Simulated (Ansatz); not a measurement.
# Si/Ca: a contact from a semiconductor to a metal, part 3 of 4

Is Si/Ca a contact for electrons or for holes? The semiconductor is Si diamond(111), undoped, with its far face capped by hydrogen, and the metal is Ca fcc(111), in direct contact. After relaxation the nearest pair at the metal is Ca–Si at 2.97 Å, along the normal. The common net has a side of 3.868 Å, which strains the semiconductor by +0.0 % and the metal by -0.9 %, against typed lattice constants near PBE's. The first steps treat the bulk crystals alone.

Ansatz 0.2.0; PBE DFT, plane waves, PAW files (the session's first sound run).

So far. Step 4 (Relaxing the interfaces): The largest force component on a free atom ends at 0.032 eV/Å. At one or more of this run's solves the program warned of density in the dipole ramp over its bound, where dipole, forces and levels can be off.

## (5) T(E) from the semiconductor into the metal, atomic planes in the barrier 6, gap between the electrodes 12.44 Å

This step: PBE DFT, plane waves, PAW files; ballistic transmission by layer matching between semi-infinite leads (Ansatz 0.2.0).

System of this step: Si/Ca. The cell holds 35 atoms: 24 Si, 10 Ca and 1 H. Cell: a = 3.868 Å, b = 3.868 Å, c = 96.678 Å, α = 90.0°, β = 90.0°, γ = 120.0°. Regions: left electrode, 18 atoms (18 Si); barrier, 6 atoms (6 Si); right electrode, 10 atoms (10 Ca). Vacuum lies along c.

The semiconductor is one lead and the metal the other. The lead's open channels mark its band edges against the Fermi level.

The input, input.yaml:

```yaml
crystal:
  lattice:
    - [3.868, 0.0, 0.0]
    - [-1.934, 3.3497862618, 0.0]
    - [0.0, 0.0, 96.6775149646]
  atoms:
    - { symbol: Si, position: [0.0, 0.0, 0.1603268351] }
    - { symbol: Si, position: [0.33333333, 0.66666667, 0.168493248] }
    - { symbol: Si, position: [0.33333333, 0.66666667, 0.1929924866] }
    - { symbol: Si, position: [0.66666667, 0.33333333, 0.2011588995] }
    - { symbol: Si, position: [0.66666667, 0.33333333, 0.2256581381] }
    - { symbol: Si, position: [0.0, 0.0, 0.233824551] }
    - { symbol: Si, position: [0.0, 0.0, 0.2583237896] }
    - { symbol: Si, position: [0.33333333, 0.66666667, 0.2664902024] }
    - { symbol: Si, position: [0.33333333, 0.66666667, 0.2909894411] }
    - { symbol: Si, position: [0.66666667, 0.33333333, 0.2991558539] }
    - { symbol: Si, position: [0.66666667, 0.33333333, 0.3236550925] }
    - { symbol: Si, position: [0.0, 0.0, 0.3318215054] }
    - { symbol: Si, position: [0.0, 0.0, 0.356320744] }
    - { symbol: Si, position: [0.33333333, 0.66666667, 0.3644871569] }
    - { symbol: Si, position: [0.33333333, 0.66666667, 0.3889863955] }
    - { symbol: Si, position: [0.66666667, 0.33333333, 0.3971528084] }
    - { symbol: Si, position: [0.66666667, 0.33333333, 0.4216397779] }
    - { symbol: Si, position: [0.0, 0.0, 0.4297739461] }
    - { symbol: Si, position: [0.0, 0.0, 0.4542649889] }
    - { symbol: Si, position: [0.33333333, 0.66666667, 0.4624029448] }
    - { symbol: Si, position: [0.33333333, 0.66666667, 0.4869260947] }
    - { symbol: Si, position: [0.66666667, 0.33333333, 0.4950511855] }
    - { symbol: Si, position: [0.66666667, 0.33333333, 0.5196494149] }
    - { symbol: Si, position: [0.0, 0.0, 0.5277871415] }
    - { symbol: Ca, position: [0.0, 0.0, 0.5584891149] }
    - { symbol: Ca, position: [0.33333333, 0.66666667, 0.5912549004] }
    - { symbol: Ca, position: [0.66666667, 0.33333333, 0.6240735079] }
    - { symbol: Ca, position: [0.0, 0.0, 0.6570899589] }
    - { symbol: Ca, position: [0.33333333, 0.66666667, 0.6901064099] }
    - { symbol: Ca, position: [0.66666667, 0.33333333, 0.7231228609] }
    - { symbol: Ca, position: [0.0, 0.0, 0.756139312] }
    - { symbol: Ca, position: [0.33333333, 0.66666667, 0.789155763] }
    - { symbol: Ca, position: [0.66666667, 0.33333333, 0.822172214] }
    - { symbol: Ca, position: [0.0, 0.0, 0.8551886651] }
    - { symbol: H, position: [0.0, 0.0, 0.1448113349] }
kpoints:
  mp_grid: { grid: [8, 8, 1] }
scf:
  occupations: { method: fermi_dirac, width: 0.1 }
  max_iter: 150
hamiltonian:
  xc: pbe
efield:
  axis: 3
  dipole_correction: true
output:
  transmission:
    kmesh: [12, 12]
    e_range: [-2.5, 2.5]
    de: 0.05
    leads: [[7, 9], [29, 30]]
  dos: { projected: true, e_range: [-6, 5], de: 0.05 }
  write_potential: true
  write_density: true
  volumetric_format: npy
  elf: true
```

Run with:

```sh
ansatz run input.yaml --threads 8 --pin off --max-ram 24576MiB --backend cpu --events-out ev --progress --plain --runs-dir out
```

Numbers of over 12 decimals in the logs are rounded to 6 here.

Log:

```text
[...]
Crystal: 35 atoms, lattice volume = 1252.648 Å³
Basis set: ecut = 420 eV, 24683 PW (Γ)
Bands: 134, of which v1, the nominal top of the filled ones, is band 99 counted from 1 (98 counted from 0)
Symmetry: 6 space group operations
[...]
k-points: 10 of 64 (time reversal used)
[...]
SCF iter   1: F=—  HF=-33443.358550 eV  |F-HF|=—  |Δ(HF+E_count)|=         —  Δρ=2.58e-3  dr2=3.31e1  ethr=1.77e-3  p=0.045 e·Å  D=6.46e-3 V/Å  ΔV_dip=-0.62 eV  dr2_dipole=1.40e1  V_vac-E_F(+/−)=2.83/3.46 eV  ⟨swp⟩=20.9  Hψ=11626  notcnv=0  defer=8
[...]
SCF iter  16: F=-33443.133626 eV  HF=-33443.133626 eV  |F-HF|=2.97e-8  |Δ(HF+E_count)|=   4.44e-9  Δρ=4.57e-7  dr2=3.38e-8  ethr=5.08e-11  p=0.098 e·Å  D=1.42e-2 V/Å  ΔV_dip=-1.37 eV  dr2_dipole=2.06e-12  V_vac-E_F(+/−)=3.02/4.39 eV  ⟨swp⟩=31.8  Hψ=6057  notcnv=0
SCF 1 converged in 16 iterations: F = -33443.133626 eV  dr2 = 3.38e-8
[...]
transmission: 129 of 1273 steps passed
transmission: 255 of 1273 steps passed
[...]
transmission: 1273 of 1273 steps passed
WARN: The output density's exchange-correlation potential varies sharply where the density is thin. Do not read a vacuum level from v_tot or v_xc, or from such a field of the output density. On a cell that repeats whose density bears no net charge and no dipole along the vacuum's axis use v_es (v_loc + v_h of the components); under efield.dipole_correction with no amplitude use v_es + v_field, which holds any externa [...]
SCF converged after 16 iterations
Free energy (F): -33443.133626 eV
[...]
Internal energy: -33442.682776 eV  (E = F + TS)
E sigma→0 (E₀):  -33442.908201 eV
Entropy (-TS):   -0.450850 eV (-12.881 meV/atom)
Fermi energy:    3.073474 eV
Dipole field:    D = 0.014153 V/Å  (p = 0.097973 e·Å, saw-weighted, corrected)
Work function:   Φ+ = 3.0197 eV   Φ− = 4.3879 eV
[...]
--- Band table (eV; the first three rows and the last of 10) ---
  k-point 0: bands = [... 95 lower, 2.8082, 2.9626, 3.0363, 3.0363, 3.1324, 3.3089, 3.6086, 3.9113, ... 31 higher]
  k-point 1: bands = [... 95 lower, 2.4973, 2.5985, 2.8070, 2.9863, 3.1041, 3.3525, 3.6611, 3.9481, ... 31 higher]
  k-point 2: bands = [... 95 lower, 2.3224, 2.3294, 2.6606, 2.9223, 3.2080, 3.5156, 3.7836, 3.9873, ... 31 higher]
  k-point 9: bands = [... 95 lower, 2.9383, 2.9944, 3.0516, 3.0818, 3.1628, 3.2960, 3.4109, 3.4908, ... 31 higher]
--- Transmission ---
  basis      : 121 plane waves across, 67 finite elements along
  points     : 19, standing for a mesh of 12 x 12
  energies   : 101 from -2.500000 to 2.500000 eV about the Fermi level, 0.050000 eV apart; the leads are filled to 0.000000 eV, and channels, transmission and decay are at 0.000000 eV
  crystal 0  : Si2, at the sites [7, 9], period 3.1580 Å, over 37.90 Å; its Hamiltonian steps by up to 25.1 meV: too much for a lead, lay more layers or, if its atoms are ordered, name the step of that order
    offset         : up to 0.0000 Å between an atom of the period and one for which it stands
    channels       : 0.000000e0 a spin
    conductance    : none, the energies end too early or step too widely for 300 K: set another output.transmission.e_range or a lower de, or, where they end at an eighth of basis.ecutwfc, a higher one
    slowest decay  : 0.0701 /Å at (0.0000, 0.0000)
  crystal 1  : Ca1, at the sites [29, 30], period 3.1919 Å, over 25.54 Å; its Hamiltonian steps by up to 6.8 meV
[...]
channels       : 9.861111e-1 a spin
[...]
slowest decay  : 0.0099 /Å at (0.1667, 0.1667)
  junction   : crystal 0 to crystal 1, 36.03 to 71.51 Å
    transmission   : 0.000000e0 a spin
[...]
```

The job ended after 2.5 min (8 threads of Arm Neoverse V2, shared host; peak memory 6.1 GiB).

In the SCF lines HF is the Harris–Foulkes energy and dr2 the Hartree energy of the density residual, in eV; the loop may stop once dr2 is under the threshold and the program's other checks hold. Hψ counts applications of the Hamiltonian.

This step gave:

| Property | Result |
| --- | --- |
| free energy | -33443.1336 eV |
| Fermi energy | 3.073 eV |
| level to which the leads are filled | 0 eV from the Fermi level |
| transmission at the Fermi level (a spin, zone mean) | 0 |
| channels of the lower lead | 0 |
| channels of the upper lead | 0.9861 |
| potential step in the lower lead | 25.1 meV |
| potential step in the upper lead | 6.8 meV |
| work function, upper face | 3.020 eV |
| work function, lower face | 4.388 eV |
| dipole moment | 0.09797 e·Å |
| dipole field | 0.01415 V/Å |

One spin. Table of transmission, zone mean by energy, zero at the Fermi level:

energy (eV), transmission, zone mean and a bar:
```
    -2.50      0.271 ###################
    -2.35      0.300 #####################
    -2.25      0.304 #####################
    -2.10      0.305 #####################
    -1.95      0.365 #########################
    -1.80      0.381 ###########################
    -1.70      0.357 #########################
    -1.55      0.391 ###########################
    -1.45      0.430 ##############################
    -1.40      0.429 ##############################
    -1.30      0.388 ###########################
    -1.15      0.338 ########################
    -1.00      0.226 ################
    -0.90      0.180 #############
    -0.75      0.128 #########
    -0.60      0.041 ###
    -0.45      0.000 
    -0.35      0.000 
    -0.20      0.000 
    -0.05      0.000 
     0.00      0.000 
     0.05      0.000 
     0.20      0.000 
     0.35      0.000 
     0.45      0.001 
     0.60      0.011 #
     0.75      0.014 #
     0.90      0.039 ###
     1.00      0.172 ############
     1.15      0.254 ##################
     1.30      0.236 ################
     1.40      0.287 ####################
     1.55      0.253 ##################
     1.70      0.271 ###################
     1.75      0.312 ######################
     1.80      0.293 ####################
     1.95      0.279 ###################
     2.10      0.249 #################
     2.25      0.225 ################
     2.35      0.176 ############
     2.50      0.171 ############
```

One spin. The open channels, zone mean by energy, zero at the Fermi level:

```tsv
energy (eV)	lower lead	upper lead
-2.50	1.63	0.382
-2.35	1.59	0.424
-2.25	1.72	0.424
-2.10	1.55	0.507
-1.95	1.59	0.590
-1.80	1.55	0.590
-1.70	1.30	0.590
-1.55	1.34	0.632
-1.40	1.05	0.757
-1.30	0.938	0.757
-1.15	0.771	0.840
-1.00	0.646	0.833
-0.90	0.562	0.812
-0.75	0.312	0.896
-0.60	0.312	0.854
-0.45	0.146	0.833
-0.35	0.146	0.833
-0.20	0	0.625
-0.05	0	1.03
0.00	0	0.986
0.05	0	0.903
0.20	0	0.778
0.35	0	0.903
0.45	0.0417	1.07
0.60	0.208	1.26
0.75	0.292	1.05
0.90	0.458	1.09
1.00	0.583	1.22
1.15	0.75	1.32
1.30	0.861	1.15
1.40	1.03	1.07
1.55	1.36	1.07
1.70	1.49	0.944
1.80	1.82	0.903
1.95	1.94	0.819
2.10	2.15	0.653
2.25	2.24	0.632
2.35	2.38	0.576
2.50	1.95	0.882
```

Projected DOS an atom over height of the atomic layer and energy from the Fermi level. Layers: H Si Si Si Si Si Si Si Si Si Si Si Si Si Si Si Si Si Si Si Si Si Si Si Si Ca Ca Ca Ca Ca Ca Ca Ca Ca Ca; projections on atoms miss part of the total, and the computed bands can run out at the top of the range; a column is the mean of 3 neighbouring layers, the last of those left over.

Ten even steps from '_' (0.00 states/eV) to '@' (0.81 states/eV), each cell a mean:
```
..::--::::::::::..______
__..::::::........______
________________::......
______________..--......
____________..::**--==++
__............::********
....::::::::::==%%######
::--==----====**%%%%%%##
==********####**++++++++
++%%%%%%##%%%%##++==--++
**@@##%%%%%%%%%%**++++++
**##%%######%%@@==------
**@@@@%%@@@@@@%%==------
++%%########**##--::::::
++############**--....::
++++##******##==........
%%++**####**==::________
----::::::......________
__..............________
..::..::..::..::________
..::..::..::::::..______
::::--::------++..______
```
Columns: height of the atomic layer (Å) from 15.3 to 81.1 (not evenly spaced); rows upwards: energy from the Fermi level (eV) from -6 to 1.3.

Valence density in the ca plane at fractional y = 0.000, with atoms of Si and Ca and H within 0.2 Å of it. It is the smooth field of the valence electrons, not physical close to the nuclei.

Values in e/Å³, 6 rows by 16 columns, each cell a mean:
```
0.3 0.1 0.0 0.1 0.0 0.2 0.3 0.3 0.2 3.2 1.3 0.1 0.1 0.1 0.1 0.1
0.3 0.1 0.1 0.2 0.1 0.2 0.3 0.2 0.1 0.3 0.2 0.1 0.1 0.1 0.1 0.1
0.2 0.1 0.3 0.4 0.1 0.2 0.2 0.1 0.0 0.0 0.1 0.1 0.1 0.1 0.1 0.1
0.2 0.1 0.2 0.4 0.1 0.2 0.2 0.1 0.0 0.1 0.1 0.1 0.1 0.1 0.1 0.1
0.3 0.1 0.1 0.1 0.1 0.2 0.4 0.2 0.1 0.8 0.3 0.1 0.1 0.1 0.1 0.1
0.3 0.0 0.0 0.0 0.0 0.2 0.2 0.3 0.3 4.3 1.8 0.1 0.1 0.1 0.1 0.1
```
Columns run along c (16.0 Å, from fractional 0.46 to 0.63 of the cell), rows up along a (3.9 Å). Atoms in or near the plane, at fractional coordinates: Si at (0.53, 0.00), Ca at (0.56, 0.00).

ELF in the ca plane at fractional y = 0.000, with atoms of Si and Ca and H within 0.2 Å of it. It is the smooth field of the valence electrons, not physical close to the nuclei.

Ten even steps from '0' (0.01) to '9' (0.94), each cell a mean:
```
45410000000000255334898258888401444566777665
87410011221000257766897127885102432234666542
97521135664211368887665101221024310001355310
76432368997532357765322100012454200000143100
65433479998643345653100011245664100100132000
65433469998533356653211101124564100100133100
87522247886322357876543100000244200000244200
87520023442101368877786114662013321113566421
66410000100000256545897138997202443446677654
24310000000000244244898258889401455567777765
```
Columns run along c (16.0 Å, from fractional 0.46 to 0.63 of the cell), rows up along a (3.9 Å). Atoms in or near the plane, at fractional coordinates: Si at (0.53, 0.00), Ca at (0.56, 0.00).

Electrostatic potential energy in the ca plane at fractional y = 0.000, with atoms of Si and Ca and H within 0.2 Å of it. With pseudopotentials it is smooth inside the atoms' cores, unlike the true potential.

Ten even steps from '0' (-35 eV) to '9' (7 eV), each cell a mean:
```
99999999999999999997355000179999999999999730
99999999999999999999987422689999999999999863
99999999999999999999999877889999999999999987
99999999999999999999999998889999888889999888
99999999999999999999999998888999877788998888
99999999999999999999999998888999888889998888
99999999999999999999999888889999988889999888
99999999999999999999998756789999999999999876
99999999999999999999786100379999999999999840
99999999999999999996034000168999999999999720
```
Columns run along c (16.0 Å, from fractional 0.07 to 0.24 of the cell; values clipped at the 3rd and 97th percentile), rows up along a (3.9 Å). Atoms in or near the plane, at fractional coordinates: Si at (0.16, 0.00), Si at (0.23, 0.00), H at (0.14, 0.00).

The semiconductor's channels close between -0.25 and +0.40 eV. In the worse lead the potential repeats within 25.1 meV, which the program flags as too much for a lead, so the lead is short or a field runs through it.

[end of part 3 of 4]

[Logs are printed without paths, hosts, clocks, repeated set-up lines and the standing remarks that a program may print on its own settings, such as how far it seeks lower states.]

[Hosts, paths, dates, database ids (printed as entryN), source tags and the programs' standing remarks are cut or masked in the printed files.]
